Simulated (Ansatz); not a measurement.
**Epitaxial strain in SiC: moduli and critical thickness**

These are results of DFT PBE, scalar-relativistic, plane waves, PAW in Ansatz 0.2.0, not measurements. (420 eV cutoff, 12×12×6 k-mesh, Gaussian smearing of 0.02 eV, no spin polarisation)

The relaxed crystal:

```
CELL_PARAMETERS angstrom
3.09194 0.00000 0.00000
-1.54597 2.67770 0.00000
0.00000 0.00000 5.07429
ATOMIC_POSITIONS crystal
Si 0.33333 0.66667 0.49958
Si 0.66667 0.33333 0.99958
C 0.33333 0.66667 0.87542
C 0.66667 0.33333 0.37542
```

The a-b plane is strained alike in both directions, as on a substrate, while c and the atoms relax within the symmetry that the strain leaves. Stress is positive in compression; energies are free energies at the smearing used, per atom.

```tsv
strain (%)	c (Å)	σ in plane (GPa)	ΔE (meV/atom)
-6.0	5.1413	44.60	157.20
-4.0	5.1169	27.51	66.97
-2.0	5.0945	12.70	16.03
+0.0	5.0743	0.00	0.00
+2.0	5.0561	-10.74	14.64
+4.0	5.0398	-19.66	55.88
+6.0	5.0254	-26.94	119.89
```

**Question.** Get the biaxial modulus twice, from the stresses and from the energies of the innermost pair.

**Answer.** From stress: M = −Δσ/Δε = (12.70 − (-10.74)) / 0.040 = 586 GPa. Two in-plane directions each store σε/2, so the energy density is Mε²: M = (mean ΔE)/(V ε²) = 15.33 meV / (10.503 Å³ × 0.020²) × 0.16022 GPa Å³/meV = 585 GPa. The two agree.

**Question.** How well does Mε², with M from the stresses, predict the outermost points?

**Answer.** 138.3 meV predicted against 157.2 computed at -6.0 %; 138.3 meV predicted against 119.9 computed at +6.0 %. Compression costs more than stretching, the usual sign of bonds that stiffen as they shorten.

**Question.** How does c respond, and up to what thickness can a film with 1 % or 2 % misfit stay coherent on a thick substrate?

**Answer.** c answers with ε_c = −0.19 ε. In an isotropic solid that ratio is 2ν/(1 − ν), so ν = r/(2 + r) = 0.09. A film of thickness h stores Mε²h per area, 58.6 mJ/m² per nm at 1 %. The Matthews–Blakeslee balance for pure edge misfit dislocations, h = b/(8πf(1 + ν)) × (ln(h/b) + 1), with b taken as the in-plane vector a = 3.09 Å, solved by iteration, gives 4.0 nm at f = 1 % and 1.4 nm at 2 %. This is an isotropic estimate in which the moduli cancel; the real Burgers vector, glide system, anisotropy and slow kinetics can shift it by a factor of a few, mostly upward.